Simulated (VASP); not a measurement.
# Hf15Si32 (a cell with a defect) in VASP: relaxation of the atoms with PBE

Aim: the relaxation of the atoms of Hf15Si32 (a cell with a defect) with PBE.

All numbers are computed with VASP 6.6.1; they aren't measurements. Logs are shortened: lines on timing, memory, paths and dates and some standing lists are left out, and cuts for length are marked.

## (1) Starting point

The cell holds a defect, 47 atoms: a = 7.344 Å, b = 14.570 Å, c = 7.282 Å, α = 90.00°, β = 90.00°, γ = 90.00°.

## (2) Relaxation of the atoms, PBE

INCAR

```
SYSTEM = Hf15Si32
  PREC = Accurate
  ENCUT = 520
  EDIFF = 1E-6
  ISMEAR = 1
  SIGMA = 0.1
  LREAL = .FALSE.
  LASPH = .TRUE.
  NELM = 80
  ALGO = Normal
  ISIF = 2
  LWAVE = .FALSE.
  LCHARG = .FALSE.
  GGA = PE
  IBRION = 2
  NSW = 60
  EDIFFG = -0.02
```

KPOINTS

```
Automatic mesh
0
G
  3 2 3
  0 0 0
```

POSCAR

```
Hf15Si32
1.0
    7.3440000000      0.0000000000      0.0000000000
    0.0000000000     14.5700000000      0.0000000000
    0.0000000000      0.0000000000      7.2820000000
Hf Si
15 32
Direct
    0.2500000000      0.6060000000      0.6250000000
    0.5000000000      0.1060000000      0.1250000000
    0.5000000000      0.1060000000      0.6250000000
    0.7500000000      0.6060000000      0.1250000000
    0.7500000000      0.6060000000      0.6250000000
    0.0000000000      0.1060000000      0.1250000000
    0.0000000000      0.1060000000      0.6250000000
    0.2500000000      0.3940000000      0.8750000000
    0.5000000000      0.8940000000      0.3750000000
    0.5000000000      0.8940000000      0.8750000000
    0.7500000000      0.3940000000      0.3750000000
    0.7500000000      0.3940000000      0.8750000000
    0.0000000000      0.8940000000      0.3750000000
    0.0000000000      0.8940000000      0.8750000000
    0.2500000000      0.5000000000      0.2500000000
    0.2500000000      0.9410000000      0.1250000000
    0.2500000000      0.9410000000      0.6250000000
    0.5000000000      0.4410000000      0.1250000000
    0.5000000000      0.4410000000      0.6250000000
    0.7500000000      0.9410000000      0.1250000000
    0.7500000000      0.9410000000      0.6250000000
    0.0000000000      0.4410000000      0.1250000000
    0.0000000000      0.4410000000      0.6250000000
    0.2500000000      0.0590000000      0.3750000000
    0.2500000000      0.0590000000      0.8750000000
    0.5000000000      0.5590000000      0.3750000000
    0.5000000000      0.5590000000      0.8750000000
    0.7500000000      0.0590000000      0.3750000000
    0.7500000000      0.0590000000      0.8750000000
    0.0000000000      0.5590000000      0.3750000000
    0.0000000000      0.5590000000      0.8750000000
    0.2500000000      0.2500000000      0.1250000000
    0.2500000000      0.2500000000      0.6250000000
    0.5000000000      0.7500000000      0.1250000000
    0.5000000000      0.7500000000      0.6250000000
    0.7500000000      0.2500000000      0.1250000000
    0.7500000000      0.2500000000      0.6250000000
    0.0000000000      0.7500000000      0.1250000000
    0.0000000000      0.7500000000      0.6250000000
    0.2500000000      0.7500000000      0.3750000000
    0.2500000000      0.7500000000      0.8750000000
    0.5000000000      0.2500000000      0.3750000000
    0.5000000000      0.2500000000      0.8750000000
    0.7500000000      0.7500000000      0.3750000000
    0.7500000000      0.7500000000      0.8750000000
    0.0000000000      0.2500000000      0.3750000000
    0.0000000000      0.2500000000      0.8750000000
```

Potentials or basis: VASP PAW PBE potentials, release 64 (Hf_pv, Si).

Run with:

```sh
> cat potpaw_PBE.64/Hf_pv/POTCAR potpaw_PBE.64/Si/POTCAR > POTCAR
> mpirun -np 8 vasp_std > vasp.out
```

OUTCAR:

```text
SYSTEM = Hf15Si32
   PREC = Accurate
   ENCUT = 520
   EDIFF = 1E-6
   ISMEAR = 1
   LREAL = .FALSE.
   LASPH = .TRUE.
   NELM = 80
   ISIF = 2
   GGA = PE
   IBRION = 2
   NSW = 60
   EDIFFG = -0.02

 ion  position               nearest neighbor table
   1  0.250  0.606  0.625-  26 2.67  27 2.67  30 2.67  31 2.67  40 2.78  41 2.78  35 2.79  39 2.79
                            19 3.02  23 3.02  15 3.14   8 3.59   5 3.67   5 3.67
   2  0.500  0.106  0.125-  24 2.67  25 2.67  28 2.67  29 2.67  42 2.78  43 2.78  32 2.79  36 2.79
                            16 3.02  20 3.02   9 3.59  10 3.59   3 3.64   3 3.64   6 3.67   6 3.67
   3  0.500  0.106  0.625-  24 2.67  25 2.67  28 2.67  29 2.67  42 2.78  43 2.78  33 2.79  37 2.79
                            17 3.02  21 3.02   9 3.59  10 3.59   2 3.64   2 3.64   7 3.67   7 3.67
   4  0.750  0.606  0.125-  26 2.67  27 2.67  30 2.67  31 2.67  44 2.78  45 2.78  34 2.79  38 2.79
                            18 3.02  22 3.02  11 3.59  12 3.59   5 3.64   5 3.64
   5  0.750  0.606  0.625-  26 2.67  27 2.67  30 2.67  31 2.67  44 2.78  45 2.78  35 2.79  39 2.79
                            19 3.02  23 3.02  11 3.59  12 3.59   4 3.64   4 3.64   1 3.67   1 3.67
   6  0.000  0.106  0.125-  24 2.67  25 2.67  28 2.67  29 2.67  46 2.78  47 2.78  32 2.79  36 2.79
                            16 3.02  20 3.02  13 3.59  14 3.59   7 3.64   7 3.64   2 3.67   2 3.67
   7  0.000  0.106  0.625-  24 2.67  25 2.67  28 2.67  29 2.67  46 2.78  47 2.78  33 2.79  37 2.79
                            17 3.02  21 3.02  13 3.59  14 3.59   6 3.64   6 3.64   3 3.67   3 3.67
   8  0.250  0.394  0.875-  18 2.67  19 2.67  22 2.67  23 2.67  32 2.78  33 2.78  43 2.79  47 2.79
                            27 3.02  31 3.02  15 3.14   1 3.59  12 3.67  12 3.67
   9  0.500  0.894  0.375-  16 2.67  17 2.67  20 2.67  21 2.67  34 2.78  35 2.78  40 2.79  44 2.79
[... 62 lines left out ...]
  46  0.000  0.250  0.375-  32 2.59  33 2.59  36 2.59  37 2.59   6 2.78   7 2.78  11 2.79
  47  0.000  0.250  0.875-  32 2.59  33 2.59  36 2.59  37 2.59   6 2.78   7 2.78   8 2.79  12 2.79

  LATTYP: Found a simple orthorhombic cell.
 ALAT       =     7.2820000000
 B/A-ratio  =     1.0085141445
 C/A-ratio  =     2.0008239495

  Lattice vectors:

 A1 = (   0.0000000000,   0.0000000000,   7.2820000000)
 A2 = (   7.3440000000,   0.0000000000,   0.0000000000)
 A3 = (   0.0000000000,  14.5700000000,   0.0000000000)

Analysis of symmetry for initial positions (statically):
=====================================================================
 Subroutine PRICEL returns:
 Original cell was already a primitive cell.

 Routine SETGRP: Setting up the symmetry group for a
 simple orthorhombic supercell.

 Subroutine GETGRP returns: Found  4 space group operations
 (whereof  1 operations were pure point group operations)
 out of a pool of  8 trial point group operations.

The static configuration has the point symmetry C_1 .
 The point group associated with its full space group is C_2h.

Analysis of symmetry for dynamics (positions and initial velocities):
=====================================================================
 Subroutine PRICEL returns:
 Original cell was already a primitive cell.

 Routine SETGRP: Setting up the symmetry group for a
 simple orthorhombic supercell.

 Subroutine GETGRP returns: Found  4 space group operations
 (whereof  1 operations were pure point group operations)
 out of a pool of  8 trial point group operations.

The dynamic configuration has the point symmetry C_1 .
 The point group associated with its full space group is C_2h.

 Subroutine INISYM returns: Found  4 space group operations
 (whereof  1 operations are pure point group operations),
 and found     1 'primitive' translations

----------------------------------------------------------------------------------------

                                     Primitive cell

  volume of cell :     779.1891

  direct lattice vectors                    reciprocal lattice vectors
     7.344000000  0.000000000  0.000000000     0.136165577  0.000000000  0.000000000
     0.000000000 14.570000000  0.000000000     0.000000000  0.068634180  0.000000000
     0.000000000  0.000000000  7.282000000     0.000000000  0.000000000  0.137324911

  length of vectors
     7.344000000 14.570000000  7.282000000     0.136165577  0.068634180  0.137324911

  position of ions in fractional coordinates (direct lattice)
     0.250000000  0.606000000  0.625000000
     0.500000000  0.106000000  0.125000000
     0.500000000  0.106000000  0.625000000
     0.750000000  0.606000000  0.125000000
     0.750000000  0.606000000  0.625000000
     0.000000000  0.106000000  0.125000000
[... 39 lines left out ...]
     0.000000000  0.250000000  0.375000000
     0.000000000  0.250000000  0.875000000
[... 84 lines left out ...]
  0.333333  0.000000  0.333333      4.000000
  0.000000  0.500000  0.333333      2.000000
  0.333333  0.500000  0.333333      4.000000
   k-points           NKPTS =      8   k-points in BZ     NKDIM =      8   number of bands    NBANDS=    168
   number of dos      NEDOS =    301   number of ions     NIONS =     47
   total plane-waves  NPLWV = 326592
   dimension x,y,z NGX =    56 NGY =  108 NGZ =   54
   dimension x,y,z NGXF=   112 NGYF=  216 NGZF=  108
   ions per type =              15  32
   NGX,Y,Z   is equivalent  to a cutoff of  12.68, 12.32, 12.33 a.u.
   NGXF,Y,Z  is equivalent  to a cutoff of  25.35, 24.65, 24.66 a.u.
 SYSTEM =  Hf15Si32
   PREC   = accura    normal or accurate (medium, high low for compatibility)
   ISTART =      0    job   : 0-new  1-cont  2-samecut
   ICHARG =      2    charge: 1-file 2-atom 10-const
   ISPIN  =      1    spin polarized calculation?
   LNONCOLLINEAR =      F non collinear calculations
   LSORBIT =      F    spin-orbit coupling
   LASPH  =      T    aspherical Exc in radial PAW
   ENCUT  =  520.0 eV  38.22 Ry    6.18 a.u.  13.65 27.09 13.54*2*pi/ulx,y,z
   NELM   =     80;   NELMIN=  2; NELMDL= -5     # of ELM steps
   EDIFF  = 0.1E-05   stopping-criterion for ELM
   LREAL  =      F    real-space projection
   EDIFFG = -.2E-01   stopping-criterion for IOM
   NSW    =     60    number of steps for IOM
   IBRION =      2    ionic relax: 0-MD 1-quasi-New 2-CG
   NFREE  =      1    steps in history (QN), initial steepest desc. (CG)
   ISIF   =      2    stress and relaxation
   ISYM   =      2    0-nonsym 1-usesym 2-fastsym
   POTIM  = 0.5000    time-step for ionic-motion
   TEBEG  =    0.0;   TEEND  =   0.0 temperature during run
   PSTRESS=    0.0 pullay stress
   NELECT =     278.0000    total number of electrons
   NUPDOWN=      -1.0000    fix difference up-down
   EMIN   =  10.00;   EMAX   =-10.00  energy-range for DOS
   EFERMI =   0.00;   METHOD = LEGACY
   ISMEAR =     1;   SIGMA  =   0.10  broadening in eV -4-tet -1-fermi 0-gaus
   EFERMI_NEDOS =   21; number of points for ismear=-14 and -15
   IALGO  =     38    algorithm
   IMIX   =      4    mixing-type and parameters
     AMIX     =   0.40;   BMIX     =  1.00
     AMIX_MAG =   1.60;   BMIX_MAG =  1.00
  volume/ion in A,a.u.               =      16.58       111.88
  Fermi-wavevector in a.u.,A,eV,Ry     =   1.161116  2.194190 18.343231  1.348189
  Thomas-Fermi vector in A             =   2.297691
   LORBIT       =      0    0 simple, 1 ext, 2 COOP (PROOUT), +10 PAW based schemes
   GGA     = PE    functional components
   LHFCALC =     F    Hartree Fock is set to
   AEXX    =    0.0000 exact exchange contribution
   IVDW    =     0    specifies the selected vdW correction
   LEPSILON=     F    determine dielectric tensor
   LRPA    =     F    only Hartree local field effects (RPA)
 conjugate gradient relaxation of ions
 non-spin polarized calculation
 Methfessel and Paxton  Order N= 1 SIGMA  =   0.10
  energy-cutoff  :      520.00
  volume of cell :      779.19
 maximum number of plane-waves:     20994
 NGX is ok and might be reduce to    54
   NGX = 27   NGY = 55   NGZ = 27

--------------------------------------- Ionic step        1  -------------------------------------------

 number of electron     277.9999973 magnetization

 Free energy of the ion-electron system (eV)
  ---------------------------------------------------
  ext. energy  EPLUGINS =         0.00000000
  ---------------------------------------------------
  free energy    TOTEN  =      -337.34997779 eV

  energy without entropy =     -337.34535699  energy(sigma->0) =     -337.34843752

------------------------ aborting loop because EDIFF is reached ----------------------------------------

  FORCE on cell =-STRESS in cart. coord.  units (eV):
  Direction    XX          YY          ZZ          XY          YZ          ZX
  --------------------------------------------------------------------------------------
  -------------------------------------------------------------------------------------
  Total       45.1600911      0.4322117     14.4124710      0.0000000      8.0281496      0.0000000
  in kB       92.8586781      0.8887185     29.6350820      0.0000000     16.5075699      0.0000000
  external PRESSURE =      41.1274929 kB  Pullay stress =       0.0000000 kB
[... 224 lines left out ...]
  FREE ENERGIE OF THE ION-ELECTRON SYSTEM (eV)
  ---------------------------------------------------
  free  energy   TOTEN  =      -339.7787170055 eV

  energy  without entropy=     -339.7683644485  energy(sigma->0) =     -339.77526615

[... ionic steps 4 to 21 ...]

--------------------------------------- Ionic step       22  -------------------------------------------

 number of electron     277.9999981 magnetization

------------------------ aborting loop because EDIFF is reached ----------------------------------------
[... 157 lines left out ...]
--------------------------------------- Ionic step       24  -------------------------------------------

 number of electron     277.9999981 magnetization

 Free energy of the ion-electron system (eV)
  ---------------------------------------------------
  ext. energy  EPLUGINS =         0.00000000
  ---------------------------------------------------
  free energy    TOTEN  =      -340.79135761 eV

  energy without entropy =     -340.78179534  energy(sigma->0) =     -340.78817019

 E-fermi :   8.0072     XC(G=0): -11.2579

 val. band max:        7.9964814975   @ k =   0.0000   0.5000   0.3333
 cond. band min:       8.0082241672   @ k =   0.0000   0.0000   0.3333
 fundamental gap:      0.0117426697
 Fermi energy:         8.0072493218

 k-point     1 :       0.0000    0.0000    0.0000
  band No.  band energies     occupation
      1     -23.4746      2.00000
      2     -23.2122      2.00000
      3     -23.1820      2.00000
      4     -22.7204      2.00000
      5     -22.6954      2.00000
      6     -22.6863      2.00000
[... 1221 lines left out ...]
    150       9.0879     -0.00000
    151       9.1896     -0.00000
 [bands above 151 left out]

------------------------ aborting loop because EDIFF is reached ----------------------------------------

  FORCE on cell =-STRESS in cart. coord.  units (eV):
  Direction    XX          YY          ZZ          XY          YZ          ZX
  --------------------------------------------------------------------------------------
  -------------------------------------------------------------------------------------
  Total       14.3830554     -0.0468157     13.3008867      0.0000000      6.6194938      0.0000000
  in kB       29.5745974     -0.0962630     27.3494302      0.0000000     13.6110764      0.0000000
  external PRESSURE =      18.9425882 kB  Pullay stress =       0.0000000 kB
[... 62 lines left out ...]
  FREE ENERGIE OF THE ION-ELECTRON SYSTEM (eV)
  ---------------------------------------------------
  free  energy   TOTEN  =      -340.7913576127 eV

  energy  without entropy=     -340.7817953436  energy(sigma->0) =     -340.78817019

 reached required accuracy - stopping structural energy minimisation
```

Run time: 59 min. Hardware: 8 MPI ranks of Intel Xeon 6975P-C (Granite Rapids), shared host; peak memory 0.34 GiB.

What came out:

```yaml
Free_energy: -340.7914 eV
Energy_gained_by_relaxing: 73.2 meV/atom
Ionic_steps: 24
Pressure_after_relaxing: 1.9 GPa
Largest_force_after_relaxing: 0.019 eV/Å
Band_gap_on_the_k_mesh: none (metal or under the smearing width)
```

Forces on the atoms (eV/Å):
```
Hf   0.000  0.009  0.015
Hf   0.006 -0.001 -0.002
Hf   0.001  0.000  0.000
Hf   0.000 -0.004  0.011
Hf   0.000  0.002  0.003
Hf  -0.006 -0.001 -0.002
Hf  -0.001  0.000  0.000
Hf   0.000 -0.009 -0.015
Hf   0.006  0.001  0.002
Hf   0.001  0.000  0.000
Hf   0.000  0.004 -0.011
Hf   0.000 -0.002 -0.003
Hf  -0.006  0.001  0.002
Hf  -0.001  0.000  0.000
Hf   0.000  0.000  0.000
Si   0.000 -0.007  0.003
Si   0.000 -0.009  0.004
Si   0.007  0.002  0.002
Si  -0.007 -0.001 -0.001
Si   0.000 -0.004  0.003
Si   0.000 -0.005  0.004
Si  -0.007  0.002  0.002
Si   0.007 -0.001 -0.001
Si   0.000  0.007 -0.003
Si   0.000  0.009 -0.004
Si   0.007 -0.002 -0.002
Si  -0.007  0.001  0.001
Si   0.000  0.004 -0.003
Si   0.000  0.005 -0.004
Si  -0.007 -0.002 -0.002
Si   0.007  0.001  0.001
Si   0.000 -0.005  0.001
Si   0.000 -0.012 -0.014
Si  -0.001  0.001  0.006
Si   0.001 -0.004 -0.004
Si   0.000  0.000 -0.007
Si   0.000  0.000 -0.005
Si   0.001  0.001  0.006
Si  -0.001 -0.004 -0.004
Si   0.000  0.005 -0.001
Si   0.000  0.012  0.014
Si  -0.001 -0.001 -0.006
Si   0.001  0.004  0.004
Si   0.000  0.000  0.007
Si   0.000  0.000  0.005
Si   0.001 -0.001 -0.006
Si  -0.001  0.004  0.004
```

Stress tensor (GPa, compression positive):
```
 2.96  0.00  0.00
 0.00 -0.01  1.36
 0.00  1.36  2.73
```

The path:
```
step  energy change (eV)  largest force (eV/Å)  pressure (GPa)
   1              0.0000                5.2558            4.11
   2             -2.3472                2.9454            3.07
   3             -2.4287                2.1872            3.08
   4             -2.9494                0.7015            2.76
   5             -3.1025                0.6126            2.63
   6             -3.2454                0.3010            2.47
   7             -3.2635                0.4193            2.42
   8             -3.3133                0.2579            2.28
   9             -3.3296                0.2901            2.15
  10             -3.3652                0.1483            2.02
  11             -3.3719                0.2368            1.94
  12             -3.3977                0.1366            1.87
  13             -3.4019                0.1595            1.83
  14             -3.4196                0.0900            1.85
  15             -3.4214                0.1136            1.86
  16             -3.4307                0.0907            1.89
  17             -3.4308                0.1040            1.90
  18             -3.4374                0.0542            1.89
  19             -3.4376                0.0630            1.89
  20             -3.4402                0.0356            1.88
  21             -3.4402                0.0282            1.88
  22             -3.4410                0.0263            1.88
  23             -3.4410                0.0286            1.88
  24             -3.4414                0.0188            1.89
```

Final structure:
```
CELL_PARAMETERS angstrom
7.34400 0.00000 0.00000
0.00000 14.57000 0.00000
0.00000 0.00000 7.28200
ATOMIC_POSITIONS crystal
Hf 0.25000 0.60908 0.63753
Hf 0.49873 0.10574 0.12388
Hf 0.49869 0.10372 0.62087
Hf 0.75000 0.60351 0.12505
Hf 0.75000 0.60563 0.65373
Hf 0.00127 0.10574 0.12388
Hf 0.00131 0.10372 0.62087
Hf 0.25000 0.39092 0.86247
Hf 0.49873 0.89426 0.37612
Hf 0.49869 0.89628 0.87913
Hf 0.75000 0.39649 0.37495
Hf 0.75000 0.39437 0.84627
Hf 0.00127 0.89426 0.37612
Hf 0.00131 0.89628 0.87913
Hf 0.25000 0.50000 0.25000
Si 0.25000 0.94611 0.12577
Si 0.25000 0.94497 0.62588
Si 0.51754 0.41784 0.10478
Si 0.48081 0.45271 0.60212
Si 0.75000 0.94530 0.12649
Si 0.75000 0.94471 0.62605
Si 0.98246 0.41784 0.10478
Si 0.01919 0.45271 0.60212
Si 0.25000 0.05389 0.37423
Si 0.25000 0.05503 0.87412
Si 0.51754 0.58216 0.39522
Si 0.48081 0.54729 0.89788
Si 0.75000 0.05470 0.37351
Si 0.75000 0.05529 0.87395
Si 0.98246 0.58216 0.39522
Si 0.01919 0.54729 0.89788
Si 0.25000 0.25290 0.12929
Si 0.25000 0.25325 0.61310
Si 0.49672 0.74705 0.12746
Si 0.50063 0.75200 0.63192
Si 0.75000 0.24818 0.11777
Si 0.75000 0.24779 0.61503
Si 0.00328 0.74705 0.12746
Si 0.99937 0.75200 0.63192
Si 0.25000 0.74710 0.37071
Si 0.25000 0.74675 0.88690
Si 0.49672 0.25295 0.37254
Si 0.50063 0.24800 0.86808
Si 0.75000 0.75182 0.38223
Si 0.75000 0.75221 0.88497
Si 0.00328 0.25295 0.37254
Si 0.99937 0.24800 0.86808
```

Levels at points of the mesh, in eV from the Fermi level:
| k point | band 137 | band 138 | band 139 | band 140 | band 141 | band 142 |
| --- | --- | --- | --- | --- | --- | --- |
| (0.00, 0.00, 0.00) | -0.15 | 0.02 | 0.22 | 0.24 | 0.30 | 0.30 |
| (0.00, 0.50, 0.00) | -0.10 | -0.07 | -0.06 | 0.11 | 0.17 | 0.27 |
